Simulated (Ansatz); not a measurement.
# ZrO2: the cost of one run

Computed with Ansatz 0.2.0 (DFT r²SCAN, scalar-relativistic, plane waves, PAW, unless a step's input says otherwise).

## (1) The starting structure

It takes space group P4_2/nmc (No. 137, tetragonal). The conventional cell has a = 3.601 Å, b = 3.601 Å, c = 5.227 Å, α = 90.00°, β = 90.00°, γ = 90.00°. Zr (site symmetry -4m2) is surrounded by 4 O at 2.07 Å. O (site symmetry 2mm) has 2 Zr at 2.07 Å in its first shell of neighbours.

Structure file:

```cif
data_structure
_symmetry_space_group_name_H-M 'P4_2/nmc:1'
_symmetry_Int_Tables_number 137
_cell_length_a 3.6011
_cell_length_b 3.6011
_cell_length_c 5.2274
_cell_angle_alpha 90.000
_cell_angle_beta 90.000
_cell_angle_gamma 90.000
_cell_volume 67.79
loop_
_atom_site_label
_atom_site_type_symbol
_atom_site_symmetry_multiplicity
_atom_site_Wyckoff_symbol
_atom_site_fract_x
_atom_site_fract_y
_atom_site_fract_z
_atom_site_occupancy
Zr1 Zr 2 a 0.00000 0.00000 0.00000 1
O1 O 4 d 0.00000 0.50000 0.19684 1
```

This cell comes from an earlier session at r²SCAN: 11.298 Å³/atom at 0.04 GPa, on a 6×6×4 mesh.

The changes: atom 3 (O) moved 0.05 Å along z; strain e5 = -0.01, atoms carried along; all atoms moved at random (σ = 0.06 Å), cell strained at random (1 %).

## (2) Atom 3 (O) moved 0.05 Å along z

The input, input.yaml:

```yaml
crystal:
  lattice:
    - [3.6011303608, 0.0, 0.0]
    - [0.0, 3.6011303608, 0.0]
    - [0.0, 0.0, 5.227447463]
  atoms:
    - { symbol: Zr, position: [0.0, 0.0, 0.0] }
    - { symbol: Zr, position: [0.5, 0.5, 0.5] }
    - { symbol: O, position: [0.0, 0.5, 0.2064082043] }
    - { symbol: O, position: [0.0, 0.5, 0.6968433066] }
    - { symbol: O, position: [0.5, 0.0, 0.3031566934] }
    - { symbol: O, position: [0.5, 0.0, 0.8031566934] }
basis:
  ecutwfc: 500
  ecutrho_ratio: 4
kpoints:
  mp_grid: { grid: [6, 6, 4] }
hamiltonian:
  xc: r2scan
scf:
  occupations: { method: gaussian, width: 0.05 }
output:
  forces: true
  stress: true
  eigenvalues: true
  write_density: true
  write_potential: true
  elf: true
  volumetric_format: npy
```

The run is started by

```
> ansatz run input.yaml --threads 4 --pin off --max-ram 7168MiB --backend cpu --events-out ev --progress --plain --runs-dir out
```

Q: Estimate wall time and peak memory on 4 threads of Arm Neoverse V1, shared host.

About 9.7 s, with a peak of 0.48 GiB.
